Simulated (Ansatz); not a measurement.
Relax this structure to zero stress and force, keeping its symmetry:

```cif
data_structure
_symmetry_space_group_name_H-M 'Fm-3m'
_symmetry_Int_Tables_number 225
_cell_length_a 3.8312
_cell_length_b 3.8312
_cell_length_c 3.8312
_cell_angle_alpha 90.000
_cell_angle_beta 90.000
_cell_angle_gamma 90.000
_cell_volume 56.23
loop_
_atom_site_label
_atom_site_type_symbol
_atom_site_symmetry_multiplicity
_atom_site_Wyckoff_symbol
_atom_site_fract_x
_atom_site_fract_y
_atom_site_fract_z
_atom_site_occupancy
Ir1 Ir 4 a 0.00000 0.00000 0.00000 1
```

The calculation used Ansatz, DFT PBEsol, scalar-relativistic, plane waves, PAW.

Plane waves to 420 eV, a k mesh through Γ of 18×18×18 on the computed 1-atom cell and Gaussian smearing (0.10 eV); no spin polarisation.

Question: What does it relax to?

Answer: The volume falls by 0.01 Å³/atom to 14.05 Å³/atom, and the energy changes by under 0.1 meV/atom. Final structure:
Space group Fm-3m (No. 225). a = 3.830 Å, b = 3.830 Å, c = 3.830 Å, α = 90.00°, β = 90.00°, γ = 90.00°
| atom | site | symmetry | x | y | z |
| --- | --- | --- | --- | --- | --- |
| Ir | 4a | m-3m | 0.0000 | 0.0000 | 0.0000 |

Spin–orbit coupling is left out, which can shift energies with elements as heavy as these.